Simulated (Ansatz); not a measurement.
CH3Cl on a (111) slab of Ir (Fm-3m (No. 225)), 3 planes, outer planes Ir (top) and Ir (bottom), 1 a cell of 25.5 Å², relaxed and still whole (its atoms last):

```
CELL_PARAMETERS angstrom
5.43132 0.00000 0.00000
-2.71566 4.70366 0.00000
0.00000 0.00000 24.58245
ATOMIC_POSITIONS crystal
Ir 0.33333 0.16667 0.32544
Ir 0.33333 0.66667 0.32544
Ir 0.83333 0.16667 0.32544
Ir 0.83333 0.66667 0.32544
Ir 0.66613 0.33228 0.41363
Ir 0.66592 0.83389 0.41392
Ir 0.16640 0.33299 0.41432
Ir 0.16783 0.83399 0.41396
Ir 0.99939 0.49906 0.50183
Ir 0.00007 0.00070 0.50190
Ir 0.49929 0.49899 0.50186
Ir 0.49917 0.99908 0.50473
C 0.36780 0.66099 0.63641
Cl 0.50953 0.01985 0.61276
H 0.14521 0.54052 0.62357
H 0.49048 0.57658 0.61637
H 0.39058 0.66848 0.68069
```

The calculation used Ansatz 0.2.0, DFT PBE+D3(BJ), scalar-relativistic, plane waves, PAW. Cutoff 420 eV; k points 4×4×1 on the computed 17-atom cell (Γ-centred); Gaussian smearing, width 0.10 eV; no spin polarisation. A dipole correction removes the field between periodic images along c.

It binds with 0.57 eV a molecule against the clean slab and the free molecule (no zero-point or thermal terms); its shortest contact is Cl–Ir 2.66 Å. Take first-order desorption with no barrier to adsorption, no reaction on the face and an assumed prefactor of 10^13 s⁻¹.

Q: How long does a molecule stay at 473 K?

A: τ = ν⁻¹·exp(E/k_BT) with k_BT = 0.0408 eV: E/k_BT = 14.0, so τ ≈ 1×10^-7 s. At about one hit a site a second (10⁻⁶ mbar) the coverage is near τ × 1 s⁻¹, so a layer needs roughly 8×10^0 mbar.

Q: Where does its peak lie in a desorption experiment heated at 2 K/s?

A: The peak obeys E/(k_B·T_p²) = (ν/β)·exp(−E/k_BT_p). Solving gives T_p ≈ 212 K (E/k_BT_p = 31.2). An error of 0.1 eV in E moves it by about 37 K, and larger molecules have larger prefactors, which lowers it.

Q: Is this physisorption or chemisorption?

A: The tightest contact, Cl–Ir 2.66 Å, is 1.09 times the sum of covalent radii, and deformation and lateral interaction add up to -0.06 eV. This is chemisorption.